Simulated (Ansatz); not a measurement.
# SiO2: gradients and densities at the nuclei

Aim: the electric field gradients, contact densities and, where there is spin, contact fields at the nuclei of SiO2, and how far they depend on positions and on the level of theory. The cell is a computed entry of the Materials Project. Planned: a single point, then r2SCAN.

Program: Ansatz 0.2.0. Level of theory: DFT, PBE, plane-wave PAW, default files, scalar-relativistic, as far as a step names no other. These are calculated values, not measurements.

1 further run of the same task is left out (it didn't finish).

**1. Starting point**

It takes space group Imma (No. 74, orthorhombic). Conventional cell: a = 5.247 Å, b = 9.554 Å, c = 8.883 Å, α = 90.00°, β = 90.00°, γ = 90.00°. Si (site symmetry m) is surrounded by 4 O at 1.60 to 1.61 Å. O (site symmetry mm2) has 2 Si at 1.61 Å as nearest neighbours. Around O (site symmetry 2) lie 2 Si at 1.61 Å. O (site symmetry 2/m) has 2 Si at 1.60 Å as nearest neighbours.

Coordinates:

```cif
data_structure
_symmetry_space_group_name_H-M 'Imma'
_symmetry_Int_Tables_number 74
_cell_length_a 5.2467
_cell_length_b 9.5535
_cell_length_c 8.8833
_cell_angle_alpha 90.000
_cell_angle_beta 90.000
_cell_angle_gamma 90.000
_cell_volume 445.27
loop_
_atom_site_label
_atom_site_type_symbol
_atom_site_symmetry_multiplicity
_atom_site_Wyckoff_symbol
_atom_site_fract_x
_atom_site_fract_y
_atom_site_fract_z
_atom_site_occupancy
Si1 Si 8 h 0.00000 0.08460 0.84494 1
O1 O 4 e 0.50000 0.75000 0.38069 1
O2 O 8 g 0.75000 0.04318 0.75000 1
O3 O 4 a 0.00000 0.00000 0.00000 1
```

**2. First run, atoms as given**

The input, input.yaml:

```yaml
crystal:
  lattice:
    - [-2.62333646, 4.776753505, 4.441674725]
    - [2.62333646, -4.776753505, 4.441674725]
    - [2.62333646, 4.776753505, -4.441674725]
  atoms:
    - { symbol: Si, position: [0.9295488, 0.84494489, 0.08460391] }
    - { symbol: Si, position: [0.73965902, 0.15505511, 0.58460391] }
    - { symbol: Si, position: [0.0704512, 0.15505511, 0.91539609] }
    - { symbol: Si, position: [0.26034098, 0.84494489, 0.41539609] }
    - { symbol: O, position: [0.13068887, 0.88068887, 0.25] }
    - { symbol: O, position: [0.86931113, 0.11931113, 0.75] }
    - { symbol: O, position: [0.79317541, 0.5, 0.79317541] }
    - { symbol: O, position: [0.20682459, 0.0, 0.70682459] }
    - { symbol: O, position: [0.20682459, 0.5, 0.20682459] }
    - { symbol: O, position: [0.79317541, 0.0, 0.29317541] }
    - { symbol: O, position: [0.0, 0.0, 0.0] }
    - { symbol: O, position: [0.5, 0.0, 0.5] }
kpoints:
  mp_grid: { grid: [5, 5, 5] }
scf:
  occupations: { method: fermi_dirac, width: 0.02 }
hamiltonian:
  xc: pbe
  pseudopotentials: { kind: paw }
output:
  forces: true
  stress: true
  populations: true
  efg: { quadrupole_moments_barn: { O: -0.02558 }, contact_densities: true }
```

Run with:

```
$ ansatz run input.yaml --threads 1 --pin off --max-ram 2560MiB --backend cpu --events-out ev --progress --plain --runs-dir out
```

Log:

```text
Warning: RAYON_NUM_THREADS=1 ignored (pool sized by the plan → 1); use --threads N
Engine: ansatz 0.2.0, aarch64-unknown-linux-gnu
Pseudopotentials: kind: paw
Pseudopotential: Si, paw, valence charge 4, recommended cutoff 420 eV (normal), Si.paw.azcp
Pseudopotential: O, paw, valence charge 6, recommended cutoff 420 eV (normal), O.paw.azcp
Functional definition: PBE
  parameter kappa = 0.804
  parameter beta = 0.06672455060314922
  exchange = pbe_x(kappa = kappa, mu = beta*pi^2/3)
  correlation = pbe_c(beta = beta)
Crystal: 12 atoms, lattice volume = 222.635 Å³
Basis set: ecut = 420 eV, 4321 PW (Γ), exchange–correlation on 96×96×96 points (8 copies of the dense FFT grid, shifted against one another)
Bands: 44, of which v1, the nominal top of the filled ones, is band 32 counted from 1 (31 counted from 0)
Symmetry: 8 space group operations
Space group: Imma (ITA 74), of the structure as read, at distance tolerance 6.1e-5 Å
k-points: 27 of 125
Non-local potential: Si, projectors of the file, l = 0: 2, l = 1: 2, l = 2: 2
Non-local potential: O, projectors of the file, l = 0: 2, l = 1: 2, l = 2: 1
PAW form: soft (Blöchl's): semilocal exchange-correlation on the pseudo side does not see the compensation charge
PAW one-centre angular grid: Si, 110 points (default); XC on 64 Gauss nodes
PAW one-centre angular grid: O, 110 points (default); XC on 64 Gauss nodes
Initial density: superposition of atomic densities (neutral atoms: chi_scale 0, normalization atom), corrected by the library's trained network
Initial wavefunctions: pseudopotential atomic-orbital guess
Functional: x = pbe(κ = 0.804, μ = 0.2195149727645171), c = pbe(β = 0.06672455060314922)
SCF iter   1: F=—  HF=-7096.219331 eV  |F-HF|=—  |Δ(HF+E_count)|=         —  Δρ=1.67e-3  dr2=5.75e-3  ethr=1.77e-3  ⟨swp⟩=8.0  Hψ=6443  notcnv=0  defer=19
preconditioner: auto → Resta (q_TF=auto, 2.216 Å⁻¹)  ε∞=2.5  [insulator: Δε(μ)=5.488 eV  Ē_g=16.428 eV  σ=0.020 eV  W_gap=1.00  n_scr=40 (ndim 8)  ℏωp=19.9 eV  f_vac=0.376  D(μ)=0.00/eV (n_scr^D=0)  ε∞_Penn≈2.5  vacuum switching on, ρ_ref=2.0e-2 e/Å³]
SCF iter   2: F=—  HF=-7096.220550 eV  |F-HF|=—  |Δ(HF+E_count)|=   1.22e-3  Δρ=6.16e-4  dr2=5.78e-4  ethr=8.98e-6  ⟨swp⟩=3.3  Hψ=2398  notcnv=0  defer=142
SCF iter   3: F=—  HF=-7096.220948 eV  |F-HF|=—  |Δ(HF+E_count)|=   3.98e-4  Δρ=2.56e-4  dr2=1.33e-4  ethr=9.04e-7  ⟨swp⟩=2.2  Hψ=1841  notcnv=0  defer=142
SCF iter   4: F=—  HF=-7096.221055 eV  |F-HF|=—  |Δ(HF+E_count)|=   1.06e-4  Δρ=6.97e-5  dr2=8.27e-6  ethr=2.07e-7  ⟨swp⟩=2.0  Hψ=1825  notcnv=0  defer=142
SCF iter   5: F=—  HF=-7096.220866 eV  |F-HF|=—  |Δ(HF+E_count)|=   1.89e-4  Δρ=2.95e-5  dr2=1.15e-6  ethr=1.29e-8  ⟨swp⟩=2.1  Hψ=1835  notcnv=0  defer=142
SCF iter   6: F=-7096.220866 eV  HF=-7096.220866 eV  |F-HF|=4.61e-8  |Δ(HF+E_count)|=   9.97e-8  Δρ=5.33e-6  dr2=3.41e-8  ethr=1.56e-10  ⟨swp⟩=11.6  Hψ=6721  notcnv=0
SCF 1 converged in 6 iterations: F = -7096.220866 eV  dr2 = 3.41e-8
SCF converged after 6 iterations
Free energy (F): -7096.220866 eV
Harris-Foulkes:  -7096.220866 eV  (|F-HF|=4.61e-8)
Internal energy: -7096.220866 eV  (E = F + TS)
E sigma→0 (E₀):  -7096.220866 eV
Fermi energy:    2.245702 eV
--- Per-component energies (eV) ---
  E_band       = -484.174098
  E_kinetic    = 1613.129778
  E_local      = -6077.613033  (includes V_loc(G=0)·N_el)
  E_nonlocal   = 481.393785
  E_hartree    = 2377.414558
  E_xc         = -816.860120
  E_vxc        = -948.102220  (∫ρ·V_xc dr)
  E_paw        = -3326.313760  (= ΣΔE_a)
  E_vpaw       = -307.838280  (= ΣTr[D̂ρ^β])
  E_aug_tail   = 0.020978  (compensation charges beyond the density's cutoff)
  E_ewald      = -1347.393053
  E_smearing   = -0.000000  (= −TS)
  E_closure    = -0.000000  (closes the sum)
  Σ components = -7096.220866   (vs F -7096.220866, Δ=0.00e0)
--- Forces (eV/Å), atoms counted from 1 ---
  atom   1  Si     0.00000000     0.08640755    -0.04508653
  atom   2  Si     0.00000000     0.08640755     0.04508653
  atom   3  Si     0.00000000    -0.08640755     0.04508653
  atom   4  Si     0.00000000    -0.08640755    -0.04508653
  atom   5  O      0.00000000     0.00000000     0.25384192
  atom   6  O      0.00000000     0.00000000    -0.25384192
  atom   7  O      0.00000000    -0.30453953    -0.00000000
  atom   8  O      0.00000000     0.30453953     0.00000000
  atom   9  O      0.00000000     0.30453953     0.00000000
  atom  10  O      0.00000000    -0.30453953    -0.00000000
  atom  11  O      0.00000000     0.00000000     0.00000000
  atom  12  O      0.00000000     0.00000000    -0.00000000
  max |Σ_I F_I| component: 5.55e-17 eV/Å
--- Stress (GPa, compression-positive) ---
        3.431195       0.000000       0.000000
        0.000000       3.370201       0.000000
        0.000000       0.000000       3.466836
  P = ⅓ Tr σ = 3.4227 GPa (34.227 kbar)
--- PAW observables at the nuclei: V_zz in 10²¹ V/m², potentials from the cell's mean, atoms counted from 1 ---
  atom   1  Si V_zz =    +0.781706   η = 0.0374   by run symmetry: allowed
            electrostatic potential = -1351.460765 V   contact ρ = 12800.663027 e/Å³
  atom   2  Si V_zz =    +0.781706   η = 0.0374   by run symmetry: allowed
            electrostatic potential = -1351.460765 V   contact ρ = 12800.663027 e/Å³
  atom   3  Si V_zz =    +0.781706   η = 0.0374   by run symmetry: allowed
            electrostatic potential = -1351.460765 V   contact ρ = 12800.663027 e/Å³
  atom   4  Si V_zz =    +0.781706   η = 0.0374   by run symmetry: allowed
            electrostatic potential = -1351.460765 V   contact ρ = 12800.663027 e/Å³
  atom   5  O  V_zz =    +9.708070   η = 0.0732   by run symmetry: allowed   C_q = -6.0047 MHz
            electrostatic potential = -615.832716 V   contact ρ = 2153.144221 e/Å³
  atom   6  O  V_zz =    +9.708070   η = 0.0732   by run symmetry: allowed   C_q = -6.0047 MHz
            electrostatic potential = -615.832716 V   contact ρ = 2153.144221 e/Å³
  atom   7  O  V_zz =    +9.623868   η = 0.1049   by run symmetry: allowed   C_q = -5.9526 MHz
            electrostatic potential = -615.878129 V   contact ρ = 2153.217708 e/Å³
  atom   8  O  V_zz =    +9.623868   η = 0.1049   by run symmetry: allowed   C_q = -5.9526 MHz
            electrostatic potential = -615.878129 V   contact ρ = 2153.217708 e/Å³
  atom   9  O  V_zz =    +9.623868   η = 0.1049   by run symmetry: allowed   C_q = -5.9526 MHz
            electrostatic potential = -615.878129 V   contact ρ = 2153.217708 e/Å³
  atom  10  O  V_zz =    +9.623868   η = 0.1049   by run symmetry: allowed   C_q = -5.9526 MHz
            electrostatic potential = -615.878129 V   contact ρ = 2153.217708 e/Å³
  atom  11  O  V_zz =   +10.357579   η = 0.0140   by run symmetry: allowed   C_q = -6.4064 MHz
            electrostatic potential = -615.845995 V   contact ρ = 2152.468556 e/Å³
  atom  12  O  V_zz =   +10.357579   η = 0.0140   by run symmetry: allowed   C_q = -6.4064 MHz
            electrostatic potential = -615.845995 V   contact ρ = 2152.468556 e/Å³
--- Band table (eV; the first three rows and the last of 27) ---
  k-point 0: bands = ["-20.0226", "-19.1084", "-18.6472", "-18.5567", "-18.0283", "-17.9728", "-17.9611", "-17.9467", "-9.4467", "-9.0097", "-8.4220", "-6.3058", "-6.1732", "-6.1564", "-6.0882", "-5.6130", "-3.9564", "-3.6896", "-3.1248", "-3.0852", "-2.6360", "-2.6206", "-2.5749", "-2.5638", "-1.9744", "-1.9331", "-1.9330", "-1.7288", "-1.5614", "-1.2226", "-0.9329", "-0.5140", "4.9771", "8.0120", "8.1943", "8.4212", "8.6132", "8.7543", "9.0742", "9.4078", "9.4720", "9.8277", "9.9988", "10.2651"]
  k-point 1: bands = ["-19.9273", "-19.0445", "-18.8827", "-18.5394", "-18.0203", "-17.9722", "-17.9587", "-17.9484", "-9.4174", "-8.6105", "-8.5233", "-6.3666", "-6.2391", "-6.1768", "-6.0521", "-5.5969", "-3.9346", "-3.7536", "-3.2673", "-3.0037", "-2.7882", "-2.6156", "-2.5874", "-2.4479", "-2.1299", "-1.9727", "-1.9563", "-1.6947", "-1.5287", "-1.3872", "-0.8488", "-0.7374", "5.4190", "7.9970", "8.2734", "8.5260", "8.8050", "9.0597", "9.2371", "9.3377", "9.6078", "9.7728", "9.9094", "10.4688"]
  k-point 2: bands = ["-19.6596", "-19.2769", "-18.8754", "-18.6709", "-18.0032", "-17.9879", "-17.9499", "-17.9490", "-9.1678", "-8.8065", "-7.7861", "-6.9375", "-6.1688", "-6.1538", "-5.9027", "-5.6825", "-3.9231", "-3.8876", "-3.2856", "-3.1328", "-2.8498", "-2.7102", "-2.4876", "-2.2749", "-2.2412", "-2.1885", "-1.9434", "-1.8938", "-1.6628", "-1.2451", "-1.0196", "-0.8315", "6.5225", "7.7563", "8.4048", "8.5144", "8.6187", "8.8011", "9.3649", "9.5038", "9.8944", "9.9989", "10.1858", "10.3513"]
  k-point 26: bands = ["-19.5473", "-19.5017", "-19.2176", "-18.0858", "-17.9993", "-17.9758", "-17.9666", "-17.9529", "-10.2084", "-7.9775", "-7.4759", "-7.3315", "-6.3822", "-6.0046", "-5.7724", "-5.7651", "-3.8742", "-3.8233", "-3.2507", "-3.2277", "-2.7789", "-2.7174", "-2.6066", "-2.4257", "-2.2481", "-2.1381", "-2.1293", "-1.8678", "-1.3622", "-0.8171", "-0.7571", "-0.7064", "7.2109", "7.2882", "7.4835", "7.5156", "8.4317", "8.6521", "8.9318", "8.9805", "9.9501", "10.1184", "10.2523", "10.5680"]
--- Löwdin populations: 12 sites ---
  site symbol       q [e]
     0     Si      2.1768
     1     Si      2.1768
     2     Si      2.1768
     3     Si      2.1768
     4      O      6.8093
     5      O      6.8093
     6      O      6.8009
     7      O      6.8009
     8      O      6.8009
     9      O      6.8009
    10      O      6.7995
    11      O      6.7995
  spilling = 0.013618 (of n_electrons = 64.000000)
```

It took 17 s on 1 thread of Arm Neoverse V2, shared host; peak memory 0.54 GiB.

At the end: gap on the mesh 5.49 eV, largest force 0.305 eV/Å, pressure 3.4 GPa.

Like atoms gathered into sites:

| site | atoms | first shell | V_zz (10²¹ V/m²) | η | C_Q (MHz) |
| --- | --- | --- | --- | --- | --- |
| Si | 1, 2, 3, 4 | 4 O at 1.60–1.61 Å | 0.78 | 0.04 | – |
| O5 | 5, 6 | 2 Si at 1.61 Å, angle 157° | 9.71 | 0.07 | -6.00 (¹⁷O) |
| O7 | 7, 8, 9, 10 | 2 Si at 1.61 Å, angle 152° | 9.62 | 0.10 | -5.95 (¹⁷O) |
| O11 | 11, 12 | 2 Si at 1.60 Å, angle 180° | 10.36 | 0.01 | -6.41 (¹⁷O) |

Conventions: |V_zz| ≥ |V_yy| ≥ |V_xx|, η = (V_xx − V_yy)/V_zz, C_Q = eQV_zz/h. Q values from Pyykkö, Mol. Phys. 116, 1328 (2018). A dash under C_Q marks elements without a common quadrupolar isotope.

Direction of the V_zz axis (Cartesian unit vector):

```
site  atom     x      y     z
  Si     1  0.00   0.85  0.53
  O5     5  0.00   1.00  0.00
  O7     7  0.84   0.00  0.54
 O11    11  0.00  -0.50  0.86
```

(Part 1 of 2 ends here.)
